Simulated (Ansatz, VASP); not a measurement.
This is a calculation of MnS for VASP 6.6.1.

INCAR

```
SYSTEM = MnS
ALGO = Normal ; EDIFF = 1E-6
ENCUT = 520 ; GGA = CA
ISIF = 2 ; ISMEAR = -1
ISPIN = 2 ; LASPH = .TRUE.
LCHARG = .TRUE. ; LELF = .TRUE.
LMAXMIX = 4 ; LORBIT = 11
LREAL = .FALSE. ; LVHAR = .TRUE.
LWAVE = .FALSE. ; MAGMOM = 4 0
NBANDS = 20 ; NELM = 150
PREC = Accurate ; SIGMA = 0.05
```

KPOINTS

```
k-points
0
G
  9 9 9
  0 0 0
```

File POSCAR:

```
MnS
1.0
    0.0000000000      2.6555815960      2.6555815960
    2.6555815960      0.0000000000      2.6555815960
    2.6555815960      2.6555815960      0.0000000000
Mn S
1 1
Direct
    0.0000000000      0.0000000000      0.0000000000
    0.5000000000      0.5000000000      0.5000000000
```

Potentials or basis: VASP PAW LDA potentials, release 64 (Mn_pv, S).

The run is started by

```console
$ cat potpaw_LDA.64/Mn_pv/POTCAR potpaw_LDA.64/S/POTCAR > POTCAR
$ mpirun -np 1 vasp_std > vasp.out
```

Q: Set up the same calculation for Ansatz 0.2.0. Potentials there: all-electron LAPW, scalar-relativistic.

A: As run (the cutoff follows the program's own potentials):

input.yaml

```yaml
crystal:
  lattice:
    - [0.0, 2.655581596, 2.655581596]
    - [2.655581596, 0.0, 2.655581596]
    - [2.655581596, 2.655581596, 0.0]
  atoms:
    - { symbol: Mn, position: [0.0, 0.0, 0.0], spin: 4.0 }
    - { symbol: S, position: [0.5, 0.5, 0.5] }
kpoints:
  mp_grid: { grid: [9, 9, 9] }
scf:
  occupations: { method: fermi_dirac, width: 0.05 }
hamiltonian:
  xc: lda
  pseudopotentials: { kind: all_electron, lapw: { basis_error: 0.001 } }
magnetization:
  spin_polarized: true
output:
  forces: true
  stress: true
  eigenvalues: true
```

Potentials or basis: all-electron LAPW, scalar-relativistic.

Command:

```bash
$ ansatz run input.yaml --threads 2 --pin off --max-ram 6144MiB --backend cpu --events-out ev --progress --plain --runs-dir out
```

Both were run:

|  | VASP | Ansatz | Ansatz less VASP |
| --- | --- | --- | --- |
| gap on the k mesh at the Fermi level (eV) | none | none | - |
| pressure (GPa) | -13.7 | -13.1 | +0.54 |
| net moment per atom (μB) | 2.34 | 2.36 | +0.023 |
| size of the moment on the site where the two differ most (μB) | 4.19 | 4.42 | +0.230 |

Site moments also hang on the region over which each program counts them. A gap of «none» marks a metal or a gap that the smearing closes. Ansatz ran all-electron here, so the differences hold the error of VASP's frozen core and of both bases.

Caveats: a cell with one magnetic atom can't hold antiferromagnetic order, which such compounds often take; semilocal functionals often make such compounds metallic where correlation or magnetic order opens a gap, which also shifts bond lengths.
